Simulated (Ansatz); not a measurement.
## Structure types of ZnS compared at 68 GPa

Structure types of ZnS are relaxed in primitive cells with their symmetry kept at 68 GPa, on PAW files; LAPW relaxes the small cells further and takes the PAW cell for the others (marked *). The enthalpy is E + pV at zero temperature, without zero-point motion. Only the types listed were tried, and differences under about 5 meV/atom are mesh noise. The real phase may be another.

All numbers are PBE results (scalar-relativistic) from Ansatz 0.2.0, with Fermi–Dirac smearing of 0.08 eV, no spin polarisation. Methods: LAPW: all electrons, basis error target 0.5 meV/atom; PAW: frozen-core files, cutoff 420 eV.

k meshes: rocksalt 16×16×16, CsCl 16×16×16, zincblende 14×14×14, wurtzite 11×11×6, NiAs 12×12×7.

Problem. Order the types by LAPW enthalpy, lowest first.
A. wurtzite
B. CsCl
C. zincblende
D. rocksalt
E. NiAs

Solution. D (0 meV/atom), E (87 meV/atom), B (445 meV/atom), A (679 meV/atom), C (686 meV/atom).

```
start type            ends as          a, b, c (Å)  V (Å³/atom)  H − H(lowest), LAPW (meV/atom)  same, PAW
  rocksalt    rocksalt, Fm-3m  4.532, 4.532, 4.532        11.64                             0.0        0.0
      CsCl        CsCl, Pm-3m  2.811, 2.811, 2.811        11.11                           444.9      444.6
zincblende  zincblende, F-43m  4.761, 4.761, 4.761        13.49                           685.8      685.8
 wurtzite*   wurtzite, P6_3mc  3.258, 3.258, 5.826        13.39                           678.8      678.9
     NiAs*     NiAs, P6_3/mmc  3.179, 3.179, 5.375        11.76                            86.5       87.0
```

Problem. Split the lead of rocksalt over NiAs into energy and pV.

Solution. For NiAs less rocksalt: ΔE = +33.9 meV/atom, and p·ΔV = 68 GPa × +0.1239 Å³ × 6.242 meV/(GPa·Å³) = +52.6 meV/atom, together 86.5 meV/atom. rocksalt wins on both counts.
